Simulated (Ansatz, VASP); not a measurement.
MgS in VASP and in Ansatz

```
CELL_PARAMETERS angstrom
0.00000 2.60165 2.60165
2.60165 0.00000 2.60165
2.60165 2.60165 0.00000
ATOMIC_POSITIONS crystal
Mg 0.00000 0.00000 0.02038
S 0.50000 0.50000 0.50000
```

Change from the starting cell: all Mg atoms moved +0.075 Å, as atom 1 along Cartesian [1 1 0].

Alike in both runs: task single point; functional r2SCAN; k mesh 8 × 8 × 8; occupations gaussian, width 0.05 eV; no spin polarisation.

|  | VASP | Ansatz |
| --- | --- | --- |
| version | VASP 6.6.1 | Ansatz 0.2.0 |
| potentials or method | VASP PAW PBE potentials, release 64 (Mg, S) | scalar-relativistic, plane waves, PAW |
| plane-wave cutoff (eV) | 520 | 500 |
| valence electrons in the cell | 8 | 16 |

|  | VASP | Ansatz | Ansatz less VASP |
| --- | --- | --- | --- |
| gap on the k mesh at the Fermi level (eV) | 3.44 | 3.46 | +0.029 |
| least direct gap on the mesh (eV) | 4.61 | 4.64 | +0.025 |
| pressure (GPa) | -0.3 | 0.2 | +0.46 |
| largest component of the traceless stress (GPa) | 0.24 | 0.24 | -0.002 |
| rms of the force components (eV/Å) | 0.122 | 0.124 | +0.0021 |

Atom by atom the forces differ by 0.002 eV/Å (rms over components). With one functional, cell and mesh, what is left measures potentials, basis and numerics. The two sets of potentials don't hold the same shells in valence.

Caveats: the PAW data sets were made with another functional, which shifts forces and pressure a little (VASP). A k mesh can miss the band edges.
